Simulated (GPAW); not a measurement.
# Rh (Fm-3m) in GPAW: settings compared

The runs below take Rh through band structure, one-shot levels on a semilocal density, equation of state, with r2SCAN, PBE, BP86+D3(BJ), PBEsol+D3(BJ), r2SCAN+D3(BJ).

All numbers are computed with GPAW 26.7.0; they aren't measurements. Logs are shortened: lines on timing, memory, paths and dates and some standing lists are left out, and cuts for length are marked. The log counts tension as positive stress, the text compression.

**Experimental background.**

“Thermal equation of state of rhodium characterized by XRD in a resistively heated diamond anvil cell”, 2024, pmc:11535440 quotes, for a bulk crystal of Rh: bulk modulus 264 ± 1 GPa.

The runs below are set against these values where they give the same quantity.

## Step 1: The structure

The structure is cubic, space group Fm-3m (No. 225). Conventional cell: a = 3.796 Å, b = 3.796 Å, c = 3.796 Å, α = 90.00°, β = 90.00°, γ = 90.00°. Rh (site symmetry m-3m) has 12 Rh at 2.68 Å as nearest neighbours.

## Step 2: Band structure, r2SCAN, spin-orbit coupling, no magnetisation

run.py

```python
import numpy as np
from ase.dft.bandgap import bandgap
from ase.io import read, write
from ase.units import GPa
from gpaw import GPAW, PW
from gpaw.spinorbit import soc_eigenstates

atoms = read('Rh.cif')

calc = GPAW(mode=PW(600),
            xc='MGGA_X_R2SCAN+MGGA_C_R2SCAN',
            kpts={'size': (12, 12, 12), 'gamma': True},
            occupations={'name': 'fermi-dirac', 'width': 0.05},
            nbands=16,
            convergence={'density': 1e-05, 'energy': 1e-05},
            maxiter=150,
            txt='gpaw.txt')
atoms.calc = calc
energy = atoms.get_potential_energy()
forces = atoms.get_forces()
stress = atoms.get_stress()
calc.write('gs.gpw')
write('result.traj', atoms)
print(f'Energy: {energy:.6f} eV')
print('Forces (eV/A):')
print(forces.round(4))
print('Stress (GPa):', (stress / GPa).round(3))
print('Fermi level:', round(calc.get_fermi_level(), 4), 'eV')
print(f'Gap: {bandgap(calc)[0]:.4f} eV, direct: {bandgap(calc, direct=True)[0]:.4f} eV')

path = atoms.cell.bandpath('GXWKGLUWLK,UX', npoints=80, eps=1e-4)
bs_calc = calc.fixed_density(kpts=path, symmetry='off', nbands=24,
                             convergence={'bands': 'CBM+6.0', 'eigenstates': 1e-6}, txt='bands.txt')
bs = bs_calc.band_structure()
bs.write('bs.json')
print(f'Gap on the path: {bandgap(bs_calc)[0]:.4f} eV')

soc = soc_eigenstates(bs_calc, theta=90, phi=0, ignore_xc_potential=True)
np.savetxt('soc_bands.dat', soc.eigenvalues(), fmt='%.4f')
mesh = soc_eigenstates('gs.gpw', theta=90, phi=0, ignore_xc_potential=True)
np.savetxt('soc_mesh.dat', mesh.eigenvalues(), fmt='%.4f')
print('Fermi level with spin-orbit coupling:', round(mesh.fermi_level, 4), 'eV')
```

Rh.cif

```cif
data_Rh
_cell_length_a 2.68396521
_cell_length_b 2.68396521
_cell_length_c 2.68396521
_cell_angle_alpha 60.00000000
_cell_angle_beta 60.00000000
_cell_angle_gamma 60.00000000
_space_group_name_H-M_alt 'P1'
_space_group_name_Hall 'P 1'
_space_group_IT_number 1
loop_
_space_group_symop_operation_xyz
'x,y,z'
loop_
_atom_site_label
_atom_site_type_symbol
_atom_site_symmetry_multiplicity
_atom_site_Wyckoff_symbol
_atom_site_fract_x
_atom_site_fract_y
_atom_site_fract_z
_atom_site_occupancy
Rh1 Rh 1 a 0.0000000000 0.0000000000 0.0000000000 1
```

Potentials or basis: GPAW PAW data sets (gpaw-data 1.2.1), pw.

Started as:

```sh
> OMP_NUM_THREADS=1 python run.py
```

gpaw.txt:

```text
__  _  _
 | _ |_)|_||  |
 |__||  | ||/\| - 26.7.0

Input parameters:
  mode=PW(ecut=600.0),
  convergence={'density': 1e-05, 'energy': 1e-05},
  kpts=MonkhorstPack(size=(12, 12, 12), gamma=True),
  maxiter=150,
  nbands=16,
  occupations=Occupations(name='fermi-dirac', width=0.05),
  xc=XC(name='MGGA_X_R2SCAN+MGGA_C_R2SCAN')

Diagonalizing LCAO Hamiltonian
Converting LCAO to pw mode

       Rh

Atoms  # Å, Bohr magnetons
|   | symbol |        x |        y |        z |    initial magnetic moments |
|---|--------|----------|----------|----------|-----------------------------|
| 0 |     Rh | 0.000000 | 0.000000 | 0.000000 | ( 0.0000,  0.0000,  0.0000) |

Unit cell  # Å
| periodic |        x |        y |        z |  lengths |    angles |
|----------|----------|----------|----------|----------|-----------|
|      yes | 2.683965 | 0.000000 | 0.000000 | 2.683965 | 60.000000 |
|      yes | 1.341983 | 2.324382 | 0.000000 | 2.683965 | 60.000000 |
|      yes | 1.341983 | 0.774794 | 2.191448 | 2.683965 | 60.000000 |

Number of symmetries: 48
Symmetry operations  # r_c * U_cc + t_c -> r_c
|    | kind |            matrix            |
|----|------|------------------------------|
|  0 |  σ   |  1, 0, 0,  1, 0,-1,  1,-1, 0 |
|  1 |  C2  |  1, 0, 0,  1,-1, 0,  1, 0,-1 |
|  2 |  E   |  1, 0, 0,  0, 1, 0,  0, 0, 1 |
|  3 |  σ   |  1, 0, 0,  0, 0, 1,  0, 1, 0 |
|  4 |  C4  |  1, 0,-1,  1, 0, 0,  1,-1, 0 |
|  5 |  S6  |  1, 0,-1,  1,-1, 0,  1, 0, 0 |
|  6 |  σ   |  1, 0,-1,  0, 1,-1,  0, 0,-1 |
|  7 |  C3  |  1, 0,-1,  0, 0,-1,  0, 1,-1 |
|  8 |  S6  |  1,-1, 0,  1, 0, 0,  1, 0,-1 |
|  9 |  C4  |  1,-1, 0,  1, 0,-1,  1, 0, 0 |
| 10 |  C3  |  1,-1, 0,  0,-1, 1,  0,-1, 0 |
| 11 |  σ   |  1,-1, 0,  0,-1, 0,  0,-1, 1 |
| 12 |  σ   |  0, 1, 0,  1, 0, 0,  0, 0, 1 |
| 13 |  C4  |  0, 1, 0,  0, 1,-1, -1, 1, 0 |
| 14 |  C3  |  0, 1, 0,  0, 0, 1,  1, 0, 0 |
| 15 |  S6  |  0, 1, 0, -1, 1, 0,  0, 1,-1 |
| 16 |  C2  |  0, 1,-1,  1, 0,-1,  0, 0,-1 |
| 17 |  σ   |  0, 1,-1,  0, 1, 0, -1, 1, 0 |
| 18 |  S4  |  0, 1,-1,  0, 0,-1,  1, 0,-1 |
| 19 |  C4  |  0, 1,-1, -1, 1, 0,  0, 1, 0 |
| 20 |  C3  |  0, 0, 1,  1, 0, 0,  0, 1, 0 |
| 21 |  σ   |  0, 0, 1,  0, 1, 0,  1, 0, 0 |
| 22 |  S6  |  0, 0, 1,  0,-1, 1, -1, 0, 1 |
| 23 |  C4  |  0, 0, 1, -1, 0, 1,  0,-1, 1 |
| 24 |  S4  |  0, 0,-1,  1, 0,-1,  0, 1,-1 |
| 25 |  C3  |  0, 0,-1,  0, 1,-1,  1, 0,-1 |
| 26 |  C2  |  0, 0,-1,  0,-1, 0, -1, 0, 0 |
| 27 |  S6  |  0, 0,-1, -1, 0, 0,  0,-1, 0 |
| 28 |  S4  |  0,-1, 1,  1,-1, 0,  0,-1, 0 |
| 29 |  C4  |  0,-1, 1,  0, 0, 1, -1, 0, 1 |
| 30 |  C2  |  0,-1, 1,  0,-1, 0,  1,-1, 0 |
| 31 |  σ   |  0,-1, 1, -1, 0, 1,  0, 0, 1 |
| 32 |  C3  |  0,-1, 0,  1,-1, 0,  0,-1, 1 |
| 33 |  S6  |  0,-1, 0,  0, 0,-1, -1, 0, 0 |
| 34 |  S4  |  0,-1, 0,  0,-1, 1,  1,-1, 0 |
| 35 |  C2  |  0,-1, 0, -1, 0, 0,  0, 0,-1 |
| 36 |  C2  | -1, 1, 0,  0, 1, 0,  0, 1,-1 |
| 37 |  S6  | -1, 1, 0,  0, 1,-1,  0, 1, 0 |
| 38 |  S4  | -1, 1, 0, -1, 0, 1, -1, 0, 0 |
| 39 |  C3  | -1, 1, 0, -1, 0, 0, -1, 0, 1 |
| 40 |  S6  | -1, 0, 1,  0, 0, 1,  0,-1, 1 |
| 41 |  C2  | -1, 0, 1,  0,-1, 1,  0, 0, 1 |
| 42 |  C3  | -1, 0, 1, -1, 1, 0, -1, 0, 0 |
| 43 |  S4  | -1, 0, 1, -1, 0, 0, -1, 1, 0 |
| 44 |  C2  | -1, 0, 0,  0, 0,-1,  0,-1, 0 |
| 45 |  i   | -1, 0, 0,  0,-1, 0,  0, 0,-1 |
| 46 |  σ   | -1, 0, 0, -1, 1, 0, -1, 0, 1 |
| 47 |  C2  | -1, 0, 0, -1, 0, 1, -1, 1, 0 |

BZ-sampling:
  Number of BZ points: 1728
  Number of IBZ points: 72

  Monkhorst-Pack size: [12, 12, 12]
  Monkhorst-Pack shift: [0.041666666666666664, 0.041666666666666664, 0.041666666666666664]

K-points  # in reciprocal-cell coordinates
|     |                                coordinates |     weight |
|-----|--------------------------------------------|------------|
|   0 | ( -0.00000000,  -0.00000000,  -0.00000000) | 0.00057870 |
|   1 | (  0.08333333,   0.08333333,  -0.00000000) | 0.00347222 |
|   2 | (  0.08333333,   0.08333333,   0.08333333) | 0.00462963 |
|   3 | (  0.16666667,   0.08333333,   0.08333333) | 0.00694444 |
|   4 | (  0.16666667,   0.16666667,  -0.00000000) | 0.00347222 |
|   5 | (  0.16666667,   0.16666667,   0.08333333) | 0.01388889 |
|   6 | (  0.16666667,   0.16666667,   0.16666667) | 0.00462963 |
|   7 | (  0.25000000,   0.16666667,   0.08333333) | 0.01388889 |
|   8 | (  0.25000000,   0.16666667,   0.16666667) | 0.01388889 |
|   9 | (  0.25000000,   0.25000000,  -0.00000000) | 0.00347222 |
| ... |                                            |            |
|  71 | (  0.50000000,   0.50000000,   0.50000000) | 0.00231481 |

Plane wave coefficients: 471
Cutoff: 600.0 eV

Spin-components: 1 (collinear spins)
Bands:           16
Projectors:      6
Spin-degeneracy: 2
Datatype:        complex128

Parallelization:
  kpt:    1
  domain: 1
  band:   1

Density:
  Valence electrons: 15.0
  Components: 1
  Grid points: [16 16 16]
  Charge: 0.0  # |e|

Potential:
  Grid points: [16 16 16]

species:
  Rh:
    name:    Rhodium
    Z:       45.0
    valence: 15
    core:    30
    charge:  0.0  # [|e|]
    compensation charges:
      type: gauss
      rc: 0.38  # [Å]
      lmax: 2
    cutoffs:
      filter: 2.48  # [Å]
      core: 2.35  # [Å]
    projectors
    | kind |    occ | energy [eV] | rcut [Å] |
    |------|--------|-------------|----------|
    |   5s |  1.000 |      -4.297 |    1.270 |
    |   4p |  6.000 |     -50.429 |    1.381 |
    |   5p |  0.000 |      -0.852 |    1.381 |
    |   4d |  8.000 |      -5.942 |    1.244 |
    |    s |        |      22.915 |    1.270 |
    |    d |        |      21.270 |    1.244 |

    Using partial waves for Rh as LCAO basis

Reference energy: -130134.647000  # eV

eigensolver:
  PPCG
  Converge bands: occupied
  niter=2

density mixing:
  MSR1-Mixer
  Pratt-step length: 0.05
  Maximum mixing coefficient: 0.75
  Old densities: 10
  SVD Regularization: 0.005
  Good broyden scale: 1.0
  Trust region scale: 1.0
  Backstep threshold: 4.0
  History deletion threshold: 6.0
  Fourier metric: weight=20.0, sigma=0.015

occupation numbers:
  Fermi-Dirac:
    width: 0.0500  # eV

poisson solver:
  ecut: 4800.0  # eV

xc functional:
  name: MGGA_X_R2SCAN+MGGA_C_R2SCAN with 2 nearest neighbor stencil

convergence criteria:
[... 6 lines left out ...]
|iter     | |      energy | eigst |  dens |
|---------|-|-------------|-------|-------|
|iter:   1| |  -23.311066 | +0.11 |       |
|iter:   2| |  -20.068252 | -1.71 | -1.10 |
|iter:   3| |  -19.891149 | -2.71 | -1.24 |
|iter:   4| |  -19.794482 | -2.49 | -1.44 |
|iter:   5| |  -19.795274 | -3.23 | -2.02 |
|iter:   6| |  -19.796217 | -3.54 | -2.45 |
|iter:   7| |  -19.796154 | -5.35 | -2.90 |
|iter:   8| |  -19.796150c| -6.94 | -3.61 |
|iter:   9| |  -19.796150c| -7.50c| -4.05 |
|iter:  10| |  -19.796150c| -7.70c| -5.19c|

Converged in 10 steps
Energy contributions relative to reference atoms: (reference = -130134.647000)

Energy contributions:
  Kinetic:          -1.598004
  Coulomb:          -0.364039
  Zero:             -0.134353
  External:          0.000000
  Xc:              -17.695501
  Entropy:          -0.008505
  Spinorbit:         0.000000
  ----------------------------
  Free energy:     -19.800403
  Extrapolated:    -19.796150

dipole moment: (-16.183641, -9.343630, -6.606944)  # |e|*Ang

Fermi level: 11.773
Eigenvalues  # (at kpt = [-0.000, -0.000, -0.000])
| band index |      eig [eV] | occ [0-2] |
|------------|---------------|-----------|
|          0 |       -36.042 |     2.000 |
|          1 |       -36.042 |     2.000 |
|          2 |       -36.042 |     2.000 |
|          3 |         3.578 |     2.000 |
|          4 |         8.552 |     2.000 |
|          5 |         8.552 |     2.000 |
[... 8 lines left out ...]
|         14 |        40.225 |     0.000 |
|         15 |        45.334 |     0.000 |

No gap
No difference between direct/indirect transitions

Forces  # eV/Ang
|       x |        y |        z |
|---------|----------|----------|
| 0.00000 | -0.00000 | -0.00000 |  # Rh   0

Stress tensor  # eV/Ang^3
|         x |         y |         z |
|-----------|-----------|-----------|
| -0.034716 |  0.000000 |  0.000000 |
|  0.000000 | -0.034716 |  0.000000 |
|  0.000000 |  0.000000 | -0.034716 |

# Writing to gs.gpw (mode='')
```

Run time: 34 s. Hardware: 1 thread of Intel Xeon Platinum 8488C (Sapphire Rapids), shared host; peak memory 0.33 GiB.

What came out:

* Free energy: -19.8004 eV
* Pressure: 5.6 GPa
* Band gap along the path: none (metal or under the smearing width)

Levels at the corners of the path, in eV from the Fermi level:
```tsv
point	band 10	band 11	band 12	band 13	band 14	band 15	band 16	band 17	band 18
Γ	-3.33	-3.33	-3.33	-3.08	-3.08	-1.11	-1.11	-1.11	-1.11
X	-6.23	0.44	0.44	0.91	0.91	1.16	1.16	3.51	3.51
W	-3.98	-3.95	-3.95	-1.32	-1.32	1.02	1.02	10.07	10.07
K	-4.96	-2.14	-2.14	-0.80	-0.80	0.39	0.39	8.34	8.34
Γ	-3.33	-3.33	-3.33	-3.08	-3.08	-1.11	-1.11	-1.11	-1.11
L	-3.49	-3.22	-3.22	0.47	0.47	0.64	0.64	0.92	0.92
U	-4.96	-2.14	-2.14	-0.80	-0.80	0.39	0.39	8.34	8.34
W	-3.98	-3.95	-3.95	-1.32	-1.32	1.02	1.02	10.07	10.07
L	-3.49	-3.22	-3.22	0.47	0.47	0.64	0.64	0.92	0.92
K	-4.96	-2.14	-2.14	-0.80	-0.80	0.39	0.39	8.34	8.34
U	-4.96	-2.14	-2.14	-0.80	-0.80	0.39	0.39	8.34	8.34
X	-6.23	0.44	0.44	0.91	0.91	1.16	1.16	3.51	3.51
```

Caveat: spin-orbit coupling was added after a scalar SCF, so levels and gaps hold it while energy, forces, pressure and moments don't; this program's spin-orbit splittings come out too wide for heavy elements; the PAW data sets were made with another functional, which shifts forces and pressure a little.

(Part 1 of 3 ends here.)
